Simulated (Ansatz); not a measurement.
Start from CsPbI3 in the cubic perovskite structure (space group Pm-3m, No. 221; a = 6.390 Å).

Method: DFT with PBE, PAW potentials and a 420 eV plane-wave cutoff in Ansatz (a first-principles code), no spin-orbit coupling.

Base values:

The electron mass comes out as 0.070, 0.77, 0.77 mₑ (at R) and the gap character is direct at R. The width of the top valence band is 1.15 eV.

One thing is altered: an isotropic linear strain of −4.98 %; the atoms relax in the strained cell.

Task: What happens to the electron mass?

Result: The electron mass (degenerate bands, along [100]) goes from 0.070, 0.77, 0.77 mₑ (at R) to 0.048, 0.63, 0.63 mₑ (at R).

Task: What happens to the energy relative to the base?

Result: The energy goes up by 65 meV/atom.

Task: Predict the new gap character.

Result: The gap character remains direct at R.

Task: What does the calculation give for the width of the top valence band after the change?

Result: The width of the top valence band increases by 0.82 eV, from 1.15 eV to 1.97 eV.

Spin-orbit coupling, missing from the scalar runs, can matter with I and Pb. Masses are band curvatures over ±0.01 Å⁻¹ around the edge. No phonon test of stability was made. Many cubic perovskites are stable only at high temperature; tilts and polar distortions were not tested. This is not the structure that CsPbI3 has at room temperature and ambient pressure.
